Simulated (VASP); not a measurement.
## InAs (strained zincblende), PBE single-point calculation: VASP's output and Ansatz's

POSCAR

```
In As
 1.0000000000000000
     0.0000000000000000    2.9934986636000001    3.1184735085000002
     2.9934986636000001    0.0000000000000000    3.1184735085000002
     2.9934986636000001    2.9934986636000001    0.0000000000000000
 In  As
   1   1
Cartesian
  0.0000000000000000  0.0000000000000000  0.0000000000000000
  1.4967493317999998  1.4967493317999998  1.5592367542499999
```

VASP ran with the recommended PBE PAW datasets (18 valence electrons in the cell).

From OUTCAR

```
k-points           NKPTS =     59   k-points in BZ     NKDIM =     59   number of bands    NBANDS=     16

   NELECT =      18.0000    total number of electrons

   dimension x,y,z NGX =    32 NGY =   32 NGZ =   32
   dimension x,y,z NGXF=    64 NGYF=   64 NGZF=   64

  energy-cutoff  :      520.00
  volume of cell :       55.89
      direct lattice vectors                 reciprocal lattice vectors
     0.000000000  2.993498664  3.118473509    -0.167028636  0.167028636  0.160334856
     2.993498664  0.000000000  3.118473509     0.167028636 -0.167028636  0.160334856
     2.993498664  2.993498664  0.000000000     0.167028636  0.167028636 -0.160334856

 k-points in reciprocal lattice and weights: KPOINTS created by Atomic Simulation Env
   0.00000000  0.00000000  0.00000000       0.002
   0.12500000  0.00000000  0.00000000       0.016
   0.25000000  0.00000000  0.00000000       0.016
   0.37500000  0.00000000  0.00000000       0.016
   0.50000000  0.00000000  0.00000000       0.008
   0.12500000  0.12500000  0.00000000       0.004
   0.25000000  0.12500000  0.00000000       0.016
   0.37500000  0.12500000  0.00000000       0.016
   ...

 E-fermi :   4.4667

 k-point     1 :       0.0000    0.0000    0.0000
  band No.  band energies     occupation
      1      -9.9831      2.00000
      2      -9.9679      2.00000
      3      -9.9679      2.00000
      4      -9.8555      2.00000
      5      -9.8500      2.00000
      6      -7.3886      2.00000
      7       4.1364      2.00000
      8       4.2572      1.99994
      9       4.4666      1.00140
     10       4.4666      1.00139
     11       8.2818      0.00000
     12       8.2818      0.00000
     13       8.3644      0.00000
     14      11.8661      0.00000
     15      13.6624      0.00000
     16      14.3150      0.00000

 k-point     2 :       0.1250    0.0000    0.0000
  band No.  band energies     occupation
      1      -9.9937      2.00000
      2      -9.9706      2.00000
      3      -9.9625      2.00000
      4      -9.8560      2.00000
      5      -9.8495      2.00000
      6      -7.2306      2.00000
      7       2.5018      2.00000
      8       4.1277      2.00000
      9       4.2910      1.99969
     10       5.4633      0.00000
     11       8.3817      0.00000
     12       8.5671      0.00000
     13       8.6649      0.00000
     14      12.6383      0.00000
     15      12.9715      0.00000
     16      13.4256      0.00000

 k-point     3 :       0.2500    0.0000    0.0000
  band No.  band energies     occupation
      1     -10.0351      2.00000
      2      -9.9599      2.00000
      3      -9.9506      2.00000
      4      -9.8560      2.00000
      5      -9.8466      2.00000
      6      -6.7978      2.00000
      7       0.7208      2.00000
      8       3.7310      2.00000
      9       3.9451      2.00000
     10       5.6076      0.00000
     11       8.9224      0.00000
     12       9.0516      0.00000
     13       9.5724      0.00000
     14      12.6023      0.00000
     15      13.0344      0.00000
     16      13.0418      0.00000

 k-point     4 :       0.3750    0.0000    0.0000
  band No.  band energies     occupation
      1     -10.0746      2.00000
      2      -9.9504      2.00000
      3      -9.9413      2.00000
      4      -9.8534      2.00000
      5      -9.8410      2.00000
      6      -6.2463      2.00000
      7      -0.7106      2.00000
      8       3.4091      2.00000
      9       3.6671      2.00000
     10       5.4028      0.00000
     11       9.0055      0.00000
     12       9.2130      0.00000
     13      10.9105      0.00000
     14      12.5928      0.00000
     15      13.8256      0.00000
     16      13.9820      0.00000

 k-point     5 :       0.5000    0.0000    0.0000
  band No.  band energies     occupation
      1     -10.0903      2.00000
      2      -9.9473      2.00000
      3      -9.9383      2.00000
      4      -9.8514      2.00000
      5      -9.8377      2.00000
      6      -5.9537      2.00000
      7      -1.3068      2.00000
      8       3.2904      2.00000
      9       3.5653      2.00000
     10       5.3096      0.00000
     11       8.9681      0.00000
     12       9.1988      0.00000
     13      11.2529      0.00000
     14      13.3506      0.00000
     15      14.9753      0.00000
     16      15.2137      0.00000

 k-point     6 :       0.1250    0.1250    0.0000
  band No.  band energies     occupation
      1     -10.0121      2.00000
      2      -9.9573      2.00000
      3      -9.9573      2.00000
      4      -9.8529      2.00000
      5      -9.8528      2.00000
      6      -7.1882      2.00000
      7       2.3371      2.00000
      8       3.9638      2.00000
      9       3.9638      2.00000
     10       6.0135      0.00000
     11       7.7382      0.00000
     12       9.0360      0.00000
     13       9.0360      0.00000
     14      11.7255      0.00000
     15      12.9778      0.00000
     16      14.5515      0.00000

 ...

  Total        1.2968388      1.2968388      0.7991529      0.0000000      0.0000000      0.0000000
  in kB       37.1763188     37.1763188     22.9092179      0.0000000      0.0000000      0.0000000
  external PRESSURE =      32.4206185 kB  Pullay stress =       0.0000000 kB

 POSITION                                       TOTAL-FORCE (eV/Angst)
 -----------------------------------------------------------------------------------
      0.00000      0.00000      0.00000         0.000000      0.000000      0.000000
      1.49675      1.49675      1.55924        -0.000000     -0.000000     -0.000000
 -----------------------------------------------------------------------------------
    total drift:                               -0.000000     -0.000000      0.000000

  FREE ENERGIE OF THE ION-ELECTRON SYSTEM (eV)
  ---------------------------------------------------
  free  energy   TOTEN  =        -7.6767412989 eV

  energy  without entropy=       -7.6766319072  energy(sigma->0) =       -7.67668660
```

Datasets and cutoffs are each program's own. VASP's cell holds 18 valence electrons and Ansatz's 28. Ansatz's stress includes a Pulay correction; VASP's doesn't.

**Question.** What does Ansatz give for the same cell and level of theory?

**Answer.** gap between bands v and c -0.01 eV (bands overlap: a metal); least direct gap 0.00 eV; pressure 3.2 GPa.

Ansatz printed

```
SCF 1 converged in 6 iterations: F = -10454.427923 eV  dr2 = 9.09e-9
  greatest PAW one-centre occupation: 0.999 electrons in one spin orbital (limit 2), on the As atom at site 1 (counted from 0), in its partial waves of l = 2
NSCF: frozen V_eff on 7 k-points
SCF converged after 6 iterations
Free energy (F): -10454.427923 eV
Harris-Foulkes:  -10454.427923 eV  (|F-HF|=1.06e-9)
Internal energy: -10454.427813 eV  (E = F + TS)
E sigma→0 (E₀):  -10454.427868 eV
Entropy (-TS):   -0.000109 eV (-0.055 meV/atom)
Fermi energy:    7.770907 eV
--- Per-component energies (eV) ---
  E_band       = -315.111109
  E_kinetic    = 346.883294
  E_local      = -3288.463022  (includes V_loc(G=0)·N_el)
  E_nonlocal   = -303.293417
  E_hartree    = 1590.364437
  E_xc         = -294.577231
  E_vxc        = -178.679600  (∫ρ·V_xc dr)
  E_paw        = -5990.726881  (= ΣΔE_a)
  E_vpaw       = -72.291936  (= ΣTr[D̂ρ^β])
  E_aug_tail   = 0.000035  (compensation charges beyond the density's cutoff)
  E_ewald      = -2514.615028
  E_smearing   = -0.000109  (= −TS)
  E_closure    = -0.000000  (closes the sum)
  Σ components = -10454.427923   (vs F -10454.427923, Δ=0.00e0)
--- Forces (eV/Å), atoms counted from 1 ---
  atom   1  In     0.00000000    -0.00000000    -0.00000000
  atom   2  As    -0.00000000     0.00000000     0.00000000
  max |Σ_I F_I| component: 1.01e-16 eV/Å
--- Stress (GPa, compression-positive) ---
        3.653192      -0.000000       0.000000
       -0.000000       3.653192       0.000000
       -0.000000       0.000000       2.223777
  P = ⅓ Tr σ = 3.1767 GPa (31.767 kbar)
--- Band table (eV; the first three rows and the last of 59) ---
  k-point 0: bands = ["-27.2536", "-27.2536", "-27.2488", "-27.2474", "-27.2416", "-6.6726", "-6.6583", "-6.6583", "-6.5449", "-6.5409", "-4.0868", "7.4382", "7.5617", "7.7709", "7.7709", "11.5966", "11.5966", "11.6789"]
  k-point 1: bands = ["-27.2536", "-27.2536", "-27.2488", "-27.2474", "-27.2416", "-6.6837", "-6.6606", "-6.6529", "-6.5455", "-6.5404", "-3.9287", "5.8067", "7.4325", "7.5957", "8.7672", "11.6946", "11.8818", "11.9789"]
  k-point 2: bands = ["-27.2536", "-27.2535", "-27.2487", "-27.2473", "-27.2415", "-6.7257", "-6.6496", "-6.6409", "-6.5456", "-6.5376", "-3.4961", "4.0282", "7.0366", "7.2504", "8.9145", "12.2363", "12.3664", "12.8815"]
  k-point 58: bands = ["-27.2532", "-27.2532", "-27.2492", "-27.2475", "-27.2412", "-6.8362", "-6.5829", "-6.5829", "-6.5714", "-6.5271", "-2.2058", "1.7696", "5.5749", "5.5749", "9.4119", "10.0097", "16.5730", "16.8952"]
```
